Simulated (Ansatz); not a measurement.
## SnTe under changes of volume

One of the cells (47.091 Å³/atom); the others are scaled copies at fixed shape and fractional positions:

```xyz
2
Lattice="0.0000 3.6111 3.6111 3.6111 0.0000 3.6111 3.6111 3.6111 0.0000" Properties=species:S:1:pos:R:3 pbc="T T T"
Te    1.8056    1.8056    1.8056
Sn    0.0000    0.0000    0.0000
```

Measurements of this composition are mostly on another form, of space group No. 225.

```yaml
Program: Ansatz 0.2.0
Functional: PBE0
Potentials_or_basis: Ansatz PAW
Cutoff: "420 eV (not typed: the program's choice for these potentials)"
k_mesh: 4 × 4 × 4
Occupations: fermi-dirac, width 0.05 eV
Spin: no spin polarisation
```

```csv
volume (Å³/atom),energy over the lowest point (meV/atom),pressure (GPa),gap on the mesh (eV)
44.265,?,?,?
45.207,1.26,0.5,0.81
46.149,0.00,-0.1,0.89
47.091,1.92,-0.6,0.96
48.033,6.66,-1.0,1.02
48.974,14.03,-1.5,1.09
49.916,23.75,-1.8,1.14
```

**Question.** What does the run at 44.265 Å³/atom give?

**Answer.** Energy over the lowest point 6.03 meV/atom; pressure 1.1 GPa; gap on the mesh 0.73 eV.

Worked out: A Birch-Murnaghan fit of order 3 (a polynomial in V^(-2/3)) to the other rows has its minimum at 46.04 Å³/atom with B0 = V·E''(V) = 26 GPa and B' = 3.7. It gives 5.98 meV/atom at 44.265 Å³/atom, against the run's 6.03, and -dE/dV = 1.1 GPa, against 1.1. A straight line through the other rows of the gap, of slope 3.33 eV per unit of ln V, extrapolates to 0.75 eV, against the run's 0.73.

Energies are extrapolated to zero smearing.

Caveats: spin-orbit coupling is left out, which moves the levels of the heavy elements; the PAW data sets come from PBE, with cores solved anew for the run's functional, which leaves a small shift of forces and pressure; the thresholds are loose for stress.

A mesh can miss the band edges.
